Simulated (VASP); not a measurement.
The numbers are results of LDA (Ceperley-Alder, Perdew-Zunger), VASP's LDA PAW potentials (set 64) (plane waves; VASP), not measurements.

A VASP calculation is set up with these files.

File KPOINTS:
```
Automatic mesh
0
Gamma
7 7 7
0 0 0
```

INCAR:
```
SYSTEM  =  CaF2
PREC  =  Accurate; ENCUT  =  620; LREAL  =  .FALSE.
LASPH  =  .TRUE.
EDIFF  =  1E-6; NELM  =  100; ALGO  =  Normal
ISMEAR  =  0; SIGMA  =  0.05
IBRION  =  2; NSW  =  40; ISIF  =  3
EDIFFG  =  -0.02
LWAVE  =  .FALSE.; LCHARG  =  .FALSE.
```

POSCAR:
```
CaF2
1
   -0.0000000000     2.6658728358     2.6658728358
    2.6658728358    -0.0000000000     2.6658728358
    2.6658728358     2.6658728358    -0.0000000000
Ca F
1 2
Direct
  1.0000000000   0.0000000000   1.0000000000
  0.2500000000   0.2500000000   0.2500000000
  0.7500000000   0.7500000000   0.7500000000
```

POTCAR, in this order: Ca_sv F (LDA.64 set). Program: vasp_std.

The run wrote:

### OSZICAR
```
       N       E                     dE             d eps       ncg     rms          rms(c)
DAV:   1     0.240420982562E+03    0.24042E+03   -0.15310E+04   640   0.176E+03
DAV:   2    -0.100266859900E+02   -0.25045E+03   -0.24691E+03   824   0.421E+02
DAV:   3    -0.199529675638E+02   -0.99263E+01   -0.99180E+01   776   0.952E+01
DAV:   4    -0.202875221813E+02   -0.33455E+00   -0.33451E+00  1032   0.131E+01
DAV:   5    -0.202895230287E+02   -0.20008E-02   -0.20008E-02   760   0.108E+00    0.769E+00
DAV:   6    -0.190742205943E+02    0.12153E+01   -0.64202E+00   648   0.185E+01    0.308E+00
DAV:   7    -0.190326906753E+02    0.41530E-01   -0.18179E-01   816   0.413E+00    0.162E+00
DAV:   8    -0.190123671856E+02    0.20323E-01   -0.27421E-02   880   0.211E+00    0.179E-01
DAV:   9    -0.190128107713E+02   -0.44359E-03   -0.44963E-03   912   0.539E-01    0.116E-01
DAV:  10    -0.190129754761E+02   -0.16470E-03   -0.30640E-04   800   0.161E-01    0.324E-02
DAV:  11    -0.190129683061E+02    0.71700E-05   -0.52074E-05   784   0.792E-02    0.108E-02
DAV:  12    -0.190129678579E+02    0.44822E-06   -0.94932E-06   992   0.303E-02
   1 F= -.19012968E+02 E0= -.19012968E+02  d E =-.190130E+02
```

### OUTCAR
```
------------------------ aborting loop because EDIFF is reached ----------------------------------------
  FORCE on cell =-STRESS in cart. coord.  units (eV):
  Direction    XX          YY          ZZ          XY          YZ          ZX
  --------------------------------------------------------------------------------------
  Total        0.0110152      0.0110152      0.0110152     -0.0000000     -0.0000000      0.0000000
  in kB        0.4657523      0.4657523      0.4657523     -0.0000000     -0.0000000      0.0000000
  external PRESSURE =       0.4657523 kB  Pullay stress =       0.0000000 kB
  volume of cell :       37.89
      direct lattice vectors                 reciprocal lattice vectors
     0.000000000  2.665872836  2.665872836    -0.187555833  0.187555833  0.187555833
     2.665872836  0.000000000  2.665872836     0.187555833 -0.187555833  0.187555833
     2.665872836  2.665872836  0.000000000     0.187555833  0.187555833 -0.187555833
 POSITION                                       TOTAL-FORCE (eV/Angst)
 -----------------------------------------------------------------------------------
      0.00000      0.00000      0.00000        -0.000000      0.000000     -0.000000
      1.33294      1.33294      1.33294        -0.000000     -0.000000     -0.000000
      3.99881      3.99881      3.99881         0.000000      0.000000      0.000000
 -----------------------------------------------------------------------------------
    total drift:                                0.000000     -0.000000      0.000000
  FREE ENERGIE OF THE ION-ELECTRON SYSTEM (eV)
  ---------------------------------------------------
  free  energy   TOTEN  =       -19.0129678579 eV

  energy  without entropy=      -19.0129678579  energy(sigma->0) =      -19.01296786

 reached required accuracy - stopping structural energy minimisation
```
(Selected blocks of OUTCAR.)

The compound is CaF2 in the fluorite structure. It was relaxed first, which changed the volume by -7 %.
